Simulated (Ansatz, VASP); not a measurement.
## Two plane-wave programs on SiO2

```
Si O
1.0
     4.18010    0.00000    0.00000
     0.00000    4.18010    0.00000
     0.00000    0.00000    2.66780
Si O
2 4
Direct
  0.00000 0.00000 0.00000
  0.50000 0.50000 0.50000
  0.30670 0.30670 0.00000
  0.19330 0.80670 0.50000
  0.69330 0.69330 0.00000
  0.80670 0.19330 0.50000
```

Alike in both runs: task single point; functional PBE; k mesh 4 × 4 × 6; occupations gaussian, width 0.1 eV; no spin polarisation.

|  | VASP | Ansatz |
| --- | --- | --- |
| version | VASP 6.6.1 | Ansatz 0.2.0 |
| potentials or method | VASP PAW PBE potentials, release 64 (Si, O) | scalar-relativistic, plane waves, PAW |
| plane-wave cutoff (eV) | 520 | 420 |
| valence electrons in the cell | 32 | 32 |

VASP gave:

```
gap on the k mesh at the Fermi level (eV)       : 5.61
least direct gap on the mesh (eV)               : 5.61
pressure (GPa)                                  : 11.0
largest component of the traceless stress (GPa) : 0.88
rms of the force components (eV/Å)              : 0.115
```

Task: Which values does Ansatz return?

Result: gap on the k mesh at the Fermi level (eV): 5.63; least direct gap on the mesh (eV): 5.63; pressure (GPa): 10.9; largest component of the traceless stress (GPa): 0.43; rms of the force components (eV/Å): 0.107.

Atom by atom the forces differ by 0.009 eV/Å (rms over components).

As with any semilocal functional, this PBE gap is likely too small.
